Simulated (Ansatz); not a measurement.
CdGeAs₂ as one 4-atom ordering (P-4m2) on the zincblende lattice was relaxed with 5 functionals in Ansatz, cell and atoms free, the symmetry of the start kept (meshes: PBE 6×6×4, r2SCAN 6×6×4, PBEsol 6×6×4, LDA 6×6×4, HSE06 4×4×4). No spin polarisation and no zero-point or thermal motion; the cell was built from a prototype and may be hypothetical.

The PBE result:
```
Cd As Ge
1.0
     4.14643    0.00000    0.00000
     0.00000    4.14643    0.00000
     0.00000    0.00000    6.15134
Cd As Ge
1 2 1
Cartesian
  0.0000 0.0000 0.0000
  0.0000 2.0732 1.6340
  2.0732 0.0000 4.5173
  2.0732 2.0732 3.0757
```

Space group P-4m2 (No. 115), tetragonal; conventional cell a = 4.146 Å, c = 6.151 Å, 26.44 Å³ an atom. Cd is surrounded by 4 As at 2.64 Å; As is surrounded by 2 Ge at 2.53 Å and 2 Cd at 2.64 Å; Ge is surrounded by 4 As at 2.53 Å.

**Question.** How does the cell change with r2SCAN?

**Answer.** a = 4.076 Å, c = 6.118 Å; the volume differs by -3.9 % from PBE's. Cd has 4 As at 2.61 Å; As has 2 Ge at 2.49 Å and 2 Cd at 2.61 Å; Ge has 4 As at 2.49 Å.

**Question.** What lattice does LDA give?

**Answer.** a = 4.045 Å, c = 5.960 Å; the volume differs by -7.8 % from PBE's. Cd has 4 As at 2.56 Å; As has 2 Ge at 2.47 Å and 2 Cd at 2.56 Å; Ge has 4 As at 2.47 Å.

**Question.** Held at the r2SCAN cell, what mean stress do LDA and PBE find, and does its sign point to their own minimum?

**Answer.** Yes. LDA -2.48 GPa, and its relaxed volume is -4.1 % from r2SCAN's; PBE +2.21 GPa, and its relaxed volume is +4.0 % from r2SCAN's. Compression counts positive, so a positive stress asks for a larger cell.

The cell is metallic with PBE, r2SCAN, PBEsol, LDA, HSE06, and these meshes limit the relaxed cells of a metal.
